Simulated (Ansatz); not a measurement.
Runs of Ansatz 0.2.0 on TiC. The structure is cubic, space group Fm-3m (No. 225). The conventional cell has a = 4.331 Å, b = 4.331 Å, c = 4.331 Å, α = 90.00°, β = 90.00°, γ = 90.00°. Ti (site symmetry m-3m) is surrounded by 6 C at 2.17 Å. C (site symmetry m-3m) is surrounded by 6 Ti at 2.17 Å. The cell is a database's computed one.

```csv
level,U,gap on the mesh (eV),pressure (GPa)
PBEsol,-,none,(b)
PBEsol+U,Ti d U = 6 eV,none,4.4
PBEsol+U,Ti d U = 8 eV,none,10.2
PBEsol+U,Ti d U = 4 eV,none,(a)
PBEsol+U,Ti d U = 2 eV,none,-3.7
```

Alike in all rows: task density of states; potentials or basis all-electron LAPW, scalar-relativistic; no spin polarisation; cell as given; k mesh 11 × 11 × 11; cutoff (eV) 312; smearing fermi-dirac 0.05 eV; basis error allowed 0.001 eV/atom.

Fill in the values left out.

(a) -0.1; (b) -6.7.

Caveats: U is the effective U less J, on atomic orbitals that reach past the spheres (some runs); U without spin polarisation on a metal has little footing (some runs); the U is typed as a test and isn't derived for this compound (some runs).

A gap of «none» marks a metal or a gap under the smearing width.
